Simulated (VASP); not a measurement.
# Ca (Immm) in VASP: single point with PBE

Aim: the single point of Ca with PBE.

Program: VASP 6.6.1. These are calculated values, not measurements. Logs are shortened: lines on timing, memory, paths and dates and some standing lists are left out, and cuts for length are marked.

## (1) Starting point

It takes space group Immm (No. 71, orthorhombic). Conventional cell: a = 4.193 Å, b = 4.203 Å, c = 4.891 Å, α = 90.00°, β = 90.00°, γ = 90.00°. Ca (site symmetry mmm) has 12 Ca at 3.85 to 4.20 Å as nearest neighbours.

This isn't the form of Ca at room conditions, which is fcc.

## (2) Single point, PBE

INCAR reads:

```
ALGO     = Normal         # electronic algorithm
EDIFF    = 1E-6           # SCF threshold, eV
ENCUT    = 520            # plane-wave cutoff, eV
GGA      = PE             # functional
ISIF     = 2              # what is computed and relaxed
ISMEAR   = 0              # smearing method
LASPH    = True           # aspherical terms in the spheres
LCHARG   = True           # write CHGCAR
LELF     = True           # ELF
LREAL    = False          # projectors in reciprocal space
LVHAR    = True         
LWAVE    = False          # write WAVECAR
NBANDS   = 11             # bands
NELM     = 80             # most SCF steps
PREC     = Accurate       # precision mode
SIGMA    = 0.1            # smearing width, eV
```

KPOINTS reads:

```
k-points
0
Gamma
  6 6 6
```

POSCAR reads:

```
Ca
1.0
   -2.0964874600      2.1017318100      2.4453524600
    2.0964874600     -2.1017318100      2.4453524600
    2.0964874600      2.1017318100     -2.4453524600
Ca
1
Direct
    0.5000000000      0.5000000000      0.0000000000
```

Potentials or basis: VASP PAW PBE potentials, release 64 (Ca_sv).

On the command line:

```bash
cat potpaw_PBE.64/Ca_sv/POTCAR > POTCAR
mpirun -np 1 vasp_std > vasp.out
```

OUTCAR:

```text
EDIFF = 1E-6
   ENCUT = 520
   GGA = PE
   ISIF = 2
   ISMEAR = 0
   LASPH = True
   LREAL = False
   NELM = 80
   PREC = Accurate

 ion  position               nearest neighbor table
   1  0.500  0.500  0.000-

  LATTYP: Found a body centered orthorhombic cell.
 ALAT       =     4.1929749200
 B/A-ratio  =     1.0025014936
 C/A-ratio  =     1.1664045250

  Lattice vectors:

 A1 = (  -2.0964874600,   2.1017318100,   2.4453524600)
 A2 = (   2.0964874600,  -2.1017318100,   2.4453524600)
 A3 = (   2.0964874600,   2.1017318100,  -2.4453524600)

Analysis of symmetry for initial positions (statically):
=====================================================================
 Subroutine PRICEL returns:
 Original cell was already a primitive cell.

 Routine SETGRP: Setting up the symmetry group for a
 body centered orthorhombic supercell.

 Subroutine GETGRP returns: Found  8 space group operations
 (whereof  8 operations were pure point group operations)
 out of a pool of  8 trial point group operations.

The static configuration has the point symmetry D_2h.

Analysis of symmetry for dynamics (positions and initial velocities):
=====================================================================
 Subroutine PRICEL returns:
 Original cell was already a primitive cell.

 Routine SETGRP: Setting up the symmetry group for a
 body centered orthorhombic supercell.

 Subroutine GETGRP returns: Found  8 space group operations
 (whereof  8 operations were pure point group operations)
 out of a pool of  8 trial point group operations.

The dynamic configuration has the point symmetry D_2h.

 Subroutine INISYM returns: Found  8 space group operations
 (whereof  8 operations are pure point group operations),
 and found     1 'primitive' translations

----------------------------------------------------------------------------------------

                                     Primitive cell

  volume of cell :      43.0994

  direct lattice vectors                    reciprocal lattice vectors
    -2.096487460  2.101731810  2.445352460     0.000000000  0.237899050  0.204469502
     2.096487460 -2.101731810  2.445352460     0.238494153  0.000000000  0.204469502
     2.096487460  2.101731810 -2.445352460     0.238494153  0.237899050  0.000000000

  length of vectors
     3.846073962  3.846073962  3.846073962     0.313693696  0.314145250  0.336861127

[... 84 lines left out ...]
   ISIF   =      2    stress and relaxation
   ISYM   =      2    0-nonsym 1-usesym 2-fastsym
   POTIM  = 0.5000    time-step for ionic-motion
   TEBEG  =    0.0;   TEEND  =   0.0 temperature during run
   PSTRESS=    0.0 pullay stress
   NELECT =      10.0000    total number of electrons
   NUPDOWN=      -1.0000    fix difference up-down
   EMIN   =  10.00;   EMAX   =-10.00  energy-range for DOS
   EFERMI =   0.00;   METHOD = LEGACY
   ISMEAR =     0;   SIGMA  =   0.10  broadening in eV -4-tet -1-fermi 0-gaus
   EFERMI_NEDOS =   21; number of points for ismear=-14 and -15
   IALGO  =     38    algorithm
   IMIX   =      4    mixing-type and parameters
     AMIX     =   0.40;   BMIX     =  1.00
     AMIX_MAG =   1.60;   BMIX_MAG =  1.00
  volume/ion in A,a.u.               =      43.10       290.85
  Fermi-wavevector in a.u.,A,eV,Ry     =   1.005969  1.901005 13.768730  1.011973
  Thomas-Fermi vector in A             =   2.138682
   LORBIT       =      0    0 simple, 1 ext, 2 COOP (PROOUT), +10 PAW based schemes
   GGA     = PE    functional components
   LHFCALC =     F    Hartree Fock is set to
   AEXX    =    0.0000 exact exchange contribution
   IVDW    =     0    specifies the selected vdW correction
   LEPSILON=     F    determine dielectric tensor
   LRPA    =     F    only Hartree local field effects (RPA)
 non-spin polarized calculation
 Gauss-broadening in eV      SIGMA  =   0.10
  energy-cutoff  :      520.00
  volume of cell :       43.10
 maximum number of plane-waves:      1177
 NGX is ok and might be reduce to    30
   NGX = 15   NGY = 15   NGZ = 15

 number of electron      10.0000000 magnetization

 Free energy of the ion-electron system (eV)
  ---------------------------------------------------
  ext. energy  EPLUGINS =         0.00000000
  ---------------------------------------------------
  free energy    TOTEN  =        -1.91727479 eV

  energy without entropy =       -1.90817692  energy(sigma->0) =       -1.91272585

 E-fermi :   1.9002     XC(G=0):  -7.6704

 val. band max:        1.8976234308   @ k =   0.3333   0.3333   0.0000
 cond. band min:       1.9303655810   @ k =   0.3333   0.1667   0.1667
 fundamental gap:      0.0327421502
 Fermi energy:         1.9001720820

 k-point     1 :       0.0000    0.0000    0.0000
  band No.  band energies     occupation
      1     -40.1908      2.00000
      2     -21.1121      2.00000
      3     -21.1119      2.00000
      4     -21.1035      2.00000
      5      -2.1072      2.00000
      6       4.0520      0.00000
      7       4.0655      0.00000
      8       4.6489      0.00000
      9       4.7674      0.00000
     10       5.4711      0.00000
     11      11.2468      0.00000
[... 309 lines left out ...]
 k-point    24 :       0.1667    0.3333    0.1667
  band No.  band energies     occupation
      1     -40.1766      2.00000
      2     -21.2054      2.00000
      3     -21.1719      2.00000
      4     -21.1383      2.00000
      5       1.8774      1.25294
      6       1.9357      0.61573
      7       2.7695      0.00000
      8       4.9750      0.00000
      9       5.6493      0.00000
     10       6.3347      0.00000
     11       6.8573      0.00000

 [... further k-points ...]

------------------------ aborting loop because EDIFF is reached ----------------------------------------

  FORCE on cell =-STRESS in cart. coord.  units (eV):
  Direction    XX          YY          ZZ          XY          YZ          ZX
  --------------------------------------------------------------------------------------
  -------------------------------------------------------------------------------------
  Total       -0.0983260     -0.1072106     -0.0902161     -0.0000000      0.0000000      0.0000000
  in kB       -3.6551740     -3.9854497     -3.3536971     -0.0000000      0.0000000      0.0000000
  external PRESSURE =      -3.6647736 kB  Pullay stress =       0.0000000 kB

 VOLUME and BASIS-vectors are now :
 -----------------------------------------------------------------------------
  energy-cutoff  :      520.00
  volume of cell :       43.10
      direct lattice vectors                 reciprocal lattice vectors
    -2.096487460  2.101731810  2.445352460     0.000000000  0.237899050  0.204469502
     2.096487460 -2.101731810  2.445352460     0.238494153  0.000000000  0.204469502
     2.096487460  2.101731810 -2.445352460     0.238494153  0.237899050  0.000000000

 POSITION                                       TOTAL-FORCE (eV/Angst)
 -----------------------------------------------------------------------------------
      0.00000      0.00000      2.44535        -0.000000      0.000000      0.000000
 -----------------------------------------------------------------------------------
    total drift:                                0.000000     -0.000000      0.000000

  FREE ENERGIE OF THE ION-ELECTRON SYSTEM (eV)
  ---------------------------------------------------
  free  energy   TOTEN  =        -1.9172747858 eV

  energy  without entropy=       -1.9081769155  energy(sigma->0) =       -1.91272585
```

stdout:

```text
POSCAR found type information on POSCAR Ca
 POSCAR found :  1 types and       1 ions
 scaLAPACK will be used
 LDA part: xc-table for (Slater+PW92), standard interpolation
 POSCAR, INCAR and KPOINTS ok, starting setup
 FFT: planning ... GRIDC
 FFT: planning ... GRID_SOFT
 FFT: planning ... GRID
 WAVECAR not read
 entering main loop
```

It took 15 s on 1 thread of Intel Xeon Platinum 8488C (Sapphire Rapids), shared host; peak memory 0.17 GiB.

Results:

| Quantity | Value |
| --- | --- |
| Free energy | -1.9173 eV |
| Pressure | -0.4 GPa |
| Band gap on the k mesh | none (metal or under the smearing width) |

Levels at points of the mesh, in eV from the Fermi level:
```tsv
k point	band 3	band 4	band 5	band 6	band 7	band 8
(0.00, 0.00, 0.00)	-23.01	-23.00	-4.01	2.15	2.17	2.75
(0.50, 0.00, 0.00)	-23.05	-23.01	-0.96	-0.15	1.68	2.76
(0.00, 0.50, 0.00)	-23.05	-23.01	-0.95	-0.14	1.66	2.77
(0.50, 0.50, 0.00)	-23.06	-23.03	-0.67	0.34	0.88	3.70
(0.50, 0.50, 0.50)	-23.09	-23.09	-0.11	0.28	2.38	4.00
```
